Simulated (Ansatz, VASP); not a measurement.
# Cross-check of In5GaSbAs5 between VASP and Ansatz, part 2 of 3

Wanted: the spread between two codes on one cell, functional and k mesh. The cell is taken from a series of runs on this material, whose earlier steps may have relaxed, scaled, displaced or heated it; both programs get it as it stands.

VASP 6.6.1 and Ansatz 0.2.0.

So far: Set-up; VASP: single point, LDA, pair 1.

## 3. Ansatz: single point, LDA, pair 1

Level of this step: Ansatz beside VASP: Kohn-Sham DFT, plane waves, LDA (Ansatz).

Ansatz runs on its PAW soft_1 files.

The same cell, functional (in two slightly different forms), mesh and smearing now go to Ansatz, which takes its cutoff from its data sets.

input.yaml

```yaml
crystal:
  lattice:
    - [4.2751709551, 0.0, 0.0]
    - [0.0, 4.2561488993, 0.0]
    - [0.0, 0.0, 18.0806143212]
  atoms:
    - { symbol: In, position: [0.0, 0.0, 0.043408391] }
    - { symbol: As, position: [0.5, 0.0, 0.1261839713] }
    - { symbol: In, position: [0.5, 0.5, 0.2099301873] }
    - { symbol: As, position: [0.0, 0.5, 0.2926675608] }
    - { symbol: In, position: [0.0, 0.0, 0.3762525415] }
    - { symbol: As, position: [0.5, 0.0, 0.4590520946] }
    - { symbol: In, position: [0.5, 0.5, 0.5425539422] }
    - { symbol: As, position: [0.0, 0.5, 0.6254065014] }
    - { symbol: In, position: [0.0, 0.0, 0.708822539] }
    - { symbol: As, position: [0.5, 0.0, 0.792421394] }
    - { symbol: Ga, position: [0.5, 0.5, 0.8646870692] }
    - { symbol: Sb, position: [0.0, 0.5, 0.947267675] }
kpoints:
  mp_grid: { grid: [6, 6, 2] }
  band_path:
    path:
      - [[0.0, 0.0, 0.0], [0.5, 0.0, 0.0], [0.5, 0.5, 0.0], [0.0, 0.5, 0.0], [0.0, 0.0, 0.0], [0.0, 0.0, 0.5], [0.5, 0.0, 0.5], [0.5, 0.5, 0.5], [0.0, 0.5, 0.5], [0.0, 0.0, 0.5]]
      - [[0.5, 0.0, 0.0], [0.5, 0.0, 0.5]]
      - [[0.0, 0.5, 0.0], [0.0, 0.5, 0.5]]
      - [[0.5, 0.5, 0.0], [0.5, 0.5, 0.5]]
    npoints: 10
hamiltonian:
  xc: lda
  pseudopotentials: { kind: paw, azcp: { folder: soft_1 }, xc_functional: pbe }
scf:
  occupations: { method: fermi_dirac, width: 0.02 }
  n_extra_bands: 8
output:
  eigenvalues: true
  forces: true
  stress: true
  write_density: true
  write_potential: true
  elf: true
  volumetric_format: npy
```

On the command line:

```console
> ansatz run input.yaml --threads 3 --pin off --max-ram 92160MiB --backend cuda --events-out ev --progress --plain --runs-dir out --devices 1 --max-vram 13GiB
```

Numbers of over 12 decimals in the logs are rounded to 6 here.

The program printed:

```text
scf.n_extra_bands = 8 over 84 filled bands (N_el = 168.0): the run solves 92 bands
GPUs: using 1 of 1 available (devices: 1).
Engine: ansatz 0.2.0, x86_64-unknown-linux-gnu
Pseudopotentials: kind: paw
Pseudopotential: In, paw, valence charge 13, recommended cutoff 420 eV (normal), soft_1/In.paw.azcp
Pseudopotential: As, paw, valence charge 15, recommended cutoff 420 eV (normal), soft_1/As.paw.azcp
Pseudopotential: Ga, paw, valence charge 13, recommended cutoff 420 eV (normal), soft_1/Ga.paw.azcp
Pseudopotential: Sb, paw, valence charge 15, recommended cutoff 420 eV (normal), soft_1/Sb.paw.azcp
Functional definition: SPW92
  exchange = slater_x
  correlation = pw_c
device memory: the entry about to start is reckoned to put 6.5 GiB on a device that reports 60.3 GiB free (of which the cap on the GPU budget leaves the run 13.0 GiB)
GPU FFT provider: cuFFT
GPU libraries: cuBLAS 13.8.2, cuFFT 12.4.0, cuSOLVER 12.3.4
Crystal: 12 atoms, lattice volume = 328.991 Å³
Basis set: ecut = 420 eV, 6417 PW (Γ)
Bands: 92, of which v1, the nominal top of the filled ones, is band 84 counted from 1 (83 counted from 0)
Symmetry: 4 space group operations
Space group: Pmm2 (ITA 25), of the structure as read, at distance tolerance 6.9e-5 Å
k-points: 32 of 72
Non-local potential: In, projectors of the file, l = 0: 2, l = 1: 2, l = 2: 2, l = 3: 1
Non-local potential: As, projectors of the file, l = 0: 2, l = 1: 2, l = 2: 3, l = 3: 1
Non-local potential: Ga, projectors of the file, l = 0: 2, l = 1: 2, l = 2: 3, l = 3: 1
Non-local potential: Sb, projectors of the file, l = 0: 2, l = 1: 2, l = 2: 2, l = 3: 1
PAW form: soft (Blöchl's): semilocal exchange-correlation on the pseudo side does not see the compensation charge
PAW frozen core: In, regenerated for the run's functional, and the local potential with it (the file was generated under x = pbe(κ = 0.804, μ = 0.219515), c = pbe(β = 0.066725))
PAW frozen core: As, regenerated for the run's functional, and the local potential with it (the file was generated under x = pbe(κ = 0.804, μ = 0.219515), c = pbe(β = 0.066725))
PAW frozen core: Ga, regenerated for the run's functional, and the local potential with it (the file was generated under x = pbe(κ = 0.804, μ = 0.219515), c = pbe(β = 0.066725))
PAW frozen core: Sb, regenerated for the run's functional, and the local potential with it (the file was generated under x = pbe(κ = 0.804, μ = 0.219515), c = pbe(β = 0.066725))
PAW one-centre angular grid: In, 590 points (default); XC on 64 Gauss nodes
PAW one-centre angular grid: As, 590 points (default); XC on 64 Gauss nodes
PAW one-centre angular grid: Ga, 590 points (default); XC on 64 Gauss nodes
PAW one-centre angular grid: Sb, 590 points (default); XC on 64 Gauss nodes
Initial density: superposition of atomic densities (chi_scale 0.1, normalization cell, long waves kept (reshape's long-wave potential 0.32 eV rms))
Initial wavefunctions: pseudopotential atomic-orbital guess
GPU buffer pool allocated for 112500 grid points (all kernels)
GPU transforms: local potential and band sums: pruned to the plane-wave sphere, on 30×30×125
Functional: x = slater, c = lda
SCF iter   1: F=—  HF=-61200.375299 eV  |F-HF|=—  |Δ(HF+E_count)|=         —  Δρ=2.90e-2  dr2=3.42e0  ethr=3.10e-3  ⟨swp⟩=6.2  Hψ=12312  notcnv=0
preconditioner: auto → Kerker (q_TF=auto, 2.439 Å⁻¹)  [metal: Δε(μ)=0.021 eV  Ē_g=12.673 eV  σ=0.020 eV  W_gap=0.25  n_scr=86 (ndim 8)  ℏωp=21.3 eV  f_vac=0.006  D(μ)=0.76/eV (n_scr^D=2)]
SCF iter   2: F=—  HF=-61199.920859 eV  |F-HF|=—  |Δ(HF+E_count)|=   4.54e-1  Δρ=1.83e-2  dr2=1.99e0  ethr=2.04e-3  ⟨swp⟩=2.0  Hψ=3751  notcnv=0  defer=87
SCF iter   3: F=—  HF=-61199.548129 eV  |F-HF|=—  |Δ(HF+E_count)|=   3.73e-1  Δρ=3.56e-3  dr2=5.34e-1  ethr=1.18e-3  ⟨swp⟩=2.2  Hψ=3292  notcnv=0  defer=87
SCF iter   4: F=—  HF=-61199.520961 eV  |F-HF|=—  |Δ(HF+E_count)|=   2.72e-2  Δρ=1.88e-3  dr2=2.48e-1  ethr=3.18e-4  ⟨swp⟩=2.1  Hψ=4999  notcnv=0  defer=88
SCF iter   5: F=—  HF=-61199.503767 eV  |F-HF|=—  |Δ(HF+E_count)|=   1.72e-2  Δρ=1.16e-3  dr2=1.03e-1  ethr=1.48e-4  ⟨swp⟩=2.4  Hψ=5798  notcnv=0  defer=88
SCF iter   6: F=—  HF=-61199.495098 eV  |F-HF|=—  |Δ(HF+E_count)|=   8.67e-3  Δρ=1.05e-3  dr2=4.60e-2  ethr=6.13e-5  ⟨swp⟩=2.1  Hψ=5827  notcnv=0  defer=91
SCF iter   7: F=—  HF=-61199.490886 eV  |F-HF|=—  |Δ(HF+E_count)|=   4.21e-3  Δρ=6.80e-4  dr2=9.44e-3  ethr=2.74e-5  ⟨swp⟩=2.2  Hψ=4933  notcnv=0  defer=92
SCF iter   8: F=—  HF=-61199.490788 eV  |F-HF|=—  |Δ(HF+E_count)|=   9.84e-5  Δρ=5.32e-4  dr2=2.18e-3  ethr=5.62e-6  ⟨swp⟩=2.0  Hψ=4898  notcnv=0  defer=93
SCF iter   9: F=—  HF=-61199.489439 eV  |F-HF|=—  |Δ(HF+E_count)|=   1.35e-3  Δρ=1.94e-4  dr2=2.56e-4  ethr=1.30e-6  ⟨swp⟩=2.0  Hψ=5643  notcnv=0  defer=93
SCF iter  10: F=—  HF=-61199.489126 eV  |F-HF|=—  |Δ(HF+E_count)|=   3.13e-4  Δρ=5.55e-5  dr2=6.04e-5  ethr=1.52e-7  ⟨swp⟩=2.0  Hψ=4557  notcnv=0  defer=93
SCF iter  11: F=—  HF=-61199.489699 eV  |F-HF|=—  |Δ(HF+E_count)|=   5.73e-4  Δρ=2.54e-5  dr2=1.93e-5  ethr=3.60e-8  ⟨swp⟩=2.0  Hψ=4599  notcnv=0  defer=93
SCF iter  12: F=—  HF=-61199.489697 eV  |F-HF|=—  |Δ(HF+E_count)|=   1.45e-6  Δρ=1.62e-5  dr2=7.11e-6  ethr=1.15e-8  ⟨swp⟩=2.0  Hψ=5534  notcnv=0  defer=93
SCF iter  13: F=—  HF=-61199.489695 eV  |F-HF|=—  |Δ(HF+E_count)|=   2.22e-6  Δρ=8.75e-6  dr2=1.36e-6  ethr=4.23e-9  ⟨swp⟩=2.0  Hψ=5540  notcnv=0  defer=93
SCF iter  14: F=—  HF=-61199.489695 eV  |F-HF|=—  |Δ(HF+E_count)|=   1.60e-7  Δρ=4.83e-6  dr2=2.97e-7  ethr=8.12e-10  ⟨swp⟩=2.0  Hψ=5379  notcnv=0  defer=93
SCF iter  15: F=—  HF=-61199.489695 eV  |F-HF|=—  |Δ(HF+E_count)|=   2.57e-8  Δρ=2.60e-6  dr2=1.44e-7  ethr=5.95e-11  ⟨swp⟩=15.3  Hψ=27490  notcnv=0
SCF iter  16: F=-61199.489695 eV  HF=-61199.489695 eV  |F-HF|=9.91e-8  |Δ(HF+E_count)|=   6.52e-9  Δρ=1.98e-6  dr2=9.82e-8  ethr=5.95e-11  ⟨swp⟩=8.3  Hψ=24553  notcnv=0
SCF 1 converged in 16 iterations: F = -61199.489695 eV  dr2 = 9.82e-8
  greatest PAW one-centre occupation: 0.999 electrons in one spin orbital (limit 2), on the As atom at site 9 (counted from 0), in its partial waves of l = 2
device memory: the entry about to start is reckoned to put 5.9 GiB on a device that reports 59.7 GiB free (of which the cap on the GPU budget leaves the run 13.0 GiB)
NSCF: frozen V_eff on 124 k-points
SCF converged after 16 iterations
Free energy (F): -61199.489695 eV
Harris-Foulkes:  -61199.489695 eV  (|F-HF|=9.91e-8)
Internal energy: -61199.489058 eV  (E = F + TS)
E sigma→0 (E₀):  -61199.489376 eV
Entropy (-TS):   -0.000637 eV (-0.053 meV/atom)
Fermi energy:    7.682480 eV
--- Per-component energies (eV) ---
  E_band       = -1877.363340
  E_kinetic    = 1870.868370
  E_local      = -20774.448276  (includes V_loc(G=0)·N_el)
  E_nonlocal   = 5.991785
  E_hartree    = 10375.046369
  E_xc         = -1223.444044
  E_vxc        = -971.328026  (∫ρ·V_xc dr)
  E_paw        = -36321.316907  (= ΣΔE_a)
  E_vpaw       = -2758.531268  (= ΣTr[D̂ρ^β])
  E_aug_tail   = 0.000312  (compensation charges beyond the density's cutoff)
  E_ewald      = -15146.272777
  E_core_change = 14.086111  (= ΣΔE_core)
  E_smearing   = -0.000637  (= −TS)
  E_closure    = 0.000000  (closes the sum)
  Σ components = -61199.489695   (vs F -61199.489695, Δ=0.00e0)
--- Forces (eV/Å), atoms counted from 1 ---
  atom   1  In     0.00000000     0.00000000     0.00632702
  atom   2  As     0.00000000    -0.00000000     0.00140400
  atom   3  In    -0.00000000     0.00000000    -0.00100215
  atom   4  As     0.00000000    -0.00000000     0.00136400
  atom   5  In    -0.00000000     0.00000000    -0.00150336
  atom   6  As    -0.00000000     0.00000000     0.00115246
  atom   7  In     0.00000000    -0.00000000     0.00060957
  atom   8  As    -0.00000000    -0.00000000     0.00072691
  atom   9  In     0.00000000    -0.00000000     0.00017655
  atom  10  As    -0.00000000     0.00000000    -0.00714001
  atom  11  Ga     0.00000000     0.00000000    -0.00457355
  atom  12  Sb     0.00000000     0.00000000     0.00245325
  max |Σ_I F_I| component: 5.30e-6 eV/Å
--- Stress (GPa, compression-positive) ---
       -0.022586       0.000000      -0.000000
        0.000000       0.009710       0.000000
       -0.000000       0.000000       0.000016
  P = ⅓ Tr σ = -0.0043 GPa (-0.043 kbar)
--- Band table (eV; the first three rows and the last of 32) ---
  k-point 0: bands = [... 80 lower, 6.9218, 7.1867, 7.5528, 7.5828, 7.7129, 8.8710, 8.9252, 9.1138, ... 4 higher]
  k-point 1: bands = [... 80 lower, 7.1766, 7.1931, 7.3914, 7.5817, 8.4238, 8.6479, 8.9023, 9.0984, ... 4 higher]
  k-point 2: bands = [... 80 lower, 6.7950, 6.8515, 7.0165, 7.4729, 8.7579, 9.1371, 9.1790, 9.2875, ... 4 higher]
  k-point 31: bands = [... 80 lower, 4.9635, 4.9749, 5.0584, 5.0886, 9.3162, 9.3575, 9.4210, 9.4515, ... 4 higher]
```

The column dr2 measures how far the density is from self-consistency, as an energy; F and HF (Harris–Foulkes) agree once it is small.

## 4. Side by side

Known differences besides the potentials themselves: the data sets hold 168 valence electrons in Ansatz (on its PAW soft_1 files) and 108 in VASP; the cutoff is 420 eV in Ansatz and 500 eV in VASP; VASP's log shows a relativistic correction to its local exchange, Ansatz's none. Total energies have different zeros and are not compared.

The two programs side by side:

```tsv
quantity	Ansatz	VASP	difference
pressure (GPa)	0.00	0.14	-0.15
gap on the k mesh (eV)	0.079	0.079	0.000
```

At this near-relaxed geometry the largest component of a force difference is 6 meV/Å. A gap on the mesh is an upper bound, since the band edges may lie between its points.

## 5. VASP: single point, LDA, pair 2

A single point gives forces, pressure and levels at one fixed geometry, so differences don't come from the geometry; what else differs is listed under the comparison.

INCAR

```
SYSTEM = In2GaSbAs2
PREC = Accurate
ENCUT = 500
EDIFF = 1E-06
NELM = 120
ISMEAR = -1
SIGMA = 0.02
LREAL = .FALSE.
ALGO = Normal
GGA = PW92
NBANDS = 66
LORBIT = 11
LWAVE = .FALSE.
LCHARG = .FALSE.
ISIF = 2
LASPH = .TRUE.
GGA_COMPAT = .FALSE.
KPAR = 2
```

POSCAR

```
In2GaSbAs2
1.0
    4.2771953433      0.0000000000      0.0000000000
    0.0000000000      4.2608659264      0.0000000000
    0.0000000000      0.0000000000     18.0859619746
In As Ga Sb
4 4 2 2
Direct
    0.0000000000      0.0000000000      0.0442866537
    0.5000000000      0.5000000000      0.2105796518
    0.0000000000      0.0000000000      0.3766582430
    0.5000000000      0.5000000000      0.5426864757
    0.5000000000      0.0000000000      0.1269262108
    0.0000000000      0.5000000000      0.2932209998
    0.5000000000      0.0000000000      0.4593915694
    0.0000000000      0.5000000000      0.6262011101
    0.0000000000      0.0000000000      0.6981855371
    0.5000000000      0.5000000000      0.8653249940
    0.5000000000      0.0000000000      0.7814645717
    0.0000000000      0.5000000000      0.9479662908
```

KPOINTS

```
Automatic mesh
0
Gamma
6 6 2
0 0 0
```

PAW data sets: In_d, As, Ga_d and Sb (LDA family, release 64).

On the command line:

```console
> mpirun -np 2 vasp_std
```

The program printed:

```text
[banner, memory and clock lines left out]
running    2 mpi-ranks, on    1 nodes
[...]
[... a notice as in an earlier step ...]

 LDA part: xc-table for (Slater(with rela. corr.)+PW92), standard interpolation
 POSCAR, INCAR and KPOINTS ok, starting setup
[...]
entering main loop
       N       E                     dE             d eps       ncg     rms          rms(c)
DAV:   1     0.109819518986E+04    0.10982E+04   -0.45038E+04  4312   0.191E+03
DAV:   2     0.139821496335E+03   -0.95837E+03   -0.93140E+03  4328   0.534E+02
DAV:   3    -0.407400696362E+02   -0.18056E+03   -0.17356E+03  4936   0.218E+02
DAV:   4    -0.541692222649E+02   -0.13429E+02   -0.13271E+02  5116   0.573E+01
[...]
DAV:  13    -0.532798006134E+02    0.21759E-05   -0.16185E-05  5726   0.259E-02    0.161E-02
DAV:  14    -0.532797989538E+02    0.16596E-05   -0.71928E-06  5636   0.228E-02    0.191E-02
DAV:  15    -0.532797989493E+02    0.44638E-08   -0.10786E-06  3010   0.779E-03
   1 F= -.53279799E+02 E0= -.53279472E+02  d E =-.653051E-03
```

Parts of OUTCAR (step 5):

```text
  Total        0.3329105      0.3219690      0.3249593      0.0000000      0.0000000      0.0000000
  in kB        1.6182274      1.5650425      1.5795775      0.0000000      0.0000000      0.0000000
  external PRESSURE =       1.5876158 kB  Pullay stress =       0.0000000 kB

 POSITION                                       TOTAL-FORCE (eV/Angst)
 -----------------------------------------------------------------------------------
      0.00000      0.00000      0.80097         0.000000      0.000000     -0.005254
      2.13860      2.13043      3.80854         0.000000      0.000000     -0.003215
      0.00000      0.00000      6.81223         0.000000      0.000000     -0.003084
      2.13860      2.13043      9.81501         0.000000      0.000000     -0.003470
      2.13860      0.00000      2.29558         0.000000      0.000000      0.003959
      0.00000      2.13043      5.30318         0.000000      0.000000      0.004347
      2.13860      0.00000      8.30854         0.000000      0.000000      0.005214
      0.00000      2.13043     11.32545         0.000000      0.000000      0.000087
      0.00000      0.00000     12.62736         0.000000      0.000000     -0.005302
      2.13860      2.13043     15.65023         0.000000      0.000000     -0.006474
      2.13860      0.00000     14.13354         0.000000      0.000000      0.003580
      0.00000      2.13043     17.14488         0.000000      0.000000      0.009610
 -----------------------------------------------------------------------------------
    total drift:                                0.000000     -0.000000     -0.000255

  FREE ENERGIE OF THE ION-ELECTRON SYSTEM (eV)
  ---------------------------------------------------
  free  energy   TOTEN  =       -53.2797989493 eV

  energy  without entropy=      -53.2791458987  energy(sigma->0) =      -53.27947242

[... 1 part as in an earlier step ...]

[... 2 further parts left out ...]
[key lines of the parts left out:]
E-fermi :   4.8101
```

The run ends at a pressure of 0.16 GPa, with forces up to 0.0096 eV/Å.

## 6. Ansatz: single point, LDA, pair 2

The same cell, functional (in two slightly different forms), mesh and smearing now go to Ansatz, which takes its cutoff from its data sets.

The cell is taken from a series of runs on this material, whose earlier steps may have relaxed, scaled, displaced or heated it; both programs get it as it stands.

input.yaml, the sections that differ from step 3:

```yaml
crystal:
  lattice:
    - [4.2771953433, 0.0, 0.0]
    - [0.0, 4.2608659264, 0.0]
    - [0.0, 0.0, 18.0859619746]
  atoms:
    - { symbol: In, position: [0.0, 0.0, 0.0442866537] }
    - { symbol: As, position: [0.5, 0.0, 0.1269262108] }
    - { symbol: In, position: [0.5, 0.5, 0.2105796518] }
    - { symbol: As, position: [0.0, 0.5, 0.2932209998] }
    - { symbol: In, position: [0.0, 0.0, 0.376658243] }
    - { symbol: As, position: [0.5, 0.0, 0.4593915694] }
    - { symbol: In, position: [0.5, 0.5, 0.5426864757] }
    - { symbol: As, position: [0.0, 0.5, 0.6262011101] }
    - { symbol: Ga, position: [0.0, 0.0, 0.6981855371] }
    - { symbol: Sb, position: [0.5, 0.0, 0.7814645717] }
    - { symbol: Ga, position: [0.5, 0.5, 0.865324994] }
    - { symbol: Sb, position: [0.0, 0.5, 0.9479662908] }
# kpoints, hamiltonian, scf, output: as in step 3
```

On the command line:

```console
> ansatz run input.yaml --threads 3 --pin off --max-ram 92160MiB --backend cuda --events-out ev --progress --plain --runs-dir out --devices 1 --max-vram 13GiB
```

The program printed:

```text
[...]
GPUs: using 1 of 1 available (devices: 1).
[...]
GPU FFT provider: cuFFT
GPU libraries: cuBLAS 13.8.2, cuFFT 12.4.0, cuSOLVER 12.3.4
Crystal: 12 atoms, lattice volume = 329.609 Å³
Basis set: ecut = 420 eV, 6425 PW (Γ)
Bands: 92, of which v1, the nominal top of the filled ones, is band 84 counted from 1 (83 counted from 0)
Symmetry: 4 space group operations
[...]
k-point 0: bands = [... 80 lower, 6.8769, 7.3349, 7.6283, 7.6807, 7.8388, 8.7975, 8.8056, 9.0934, ... 4 higher]
  k-point 1: bands = [... 80 lower, 7.1447, 7.1724, 7.5144, 7.7309, 8.5152, 8.7046, 8.8218, 9.0105, ... 4 higher]
  k-point 2: bands = [... 80 lower, 6.8006, 6.8645, 7.0897, 7.5668, 8.8188, 9.1158, 9.1886, 9.3416, ... 4 higher]
  k-point 31: bands = [... 80 lower, 5.0232, 5.0434, 5.0504, 5.0759, 9.3345, 9.3983, 9.4109, 9.4376, ... 4 higher]
[key lines of the parts left out:]
SCF converged after 11 iterations
Free energy (F): -61011.307698 eV
Fermi energy:    7.808930 eV
P = ⅓ Tr σ = 0.0060 GPa (0.060 kbar)
```

## 7. Side by side

What differs besides the data sets and the points named for the pairs above, as far as they apply: the data sets hold 168 valence electrons in Ansatz (on its PAW soft_1 files) and 108 in VASP. Total energies have different zeros and are not compared.

The two programs side by side:

```tsv
quantity	Ansatz	VASP	difference
pressure (GPa)	0.01	0.16	-0.15
gap on the k mesh (eV)	0.079	0.080	0.000
```

At this near-relaxed geometry the largest component of a force difference is 7 meV/Å. A gap on the mesh is an upper bound, since the band edges may lie between its points.

[end of part 2 of 3]

[Lines on the potential files, build, host, timing and source positions are cut from VASP's logs without a mark.]

[Logs are printed without paths, hosts, clocks, repeated set-up lines and the standing remarks that a program may print on its own settings, such as how far it seeks lower states.]

[Hosts, paths, dates, database ids (printed as entryN), source tags and the programs' standing remarks are cut or masked in the printed files.]
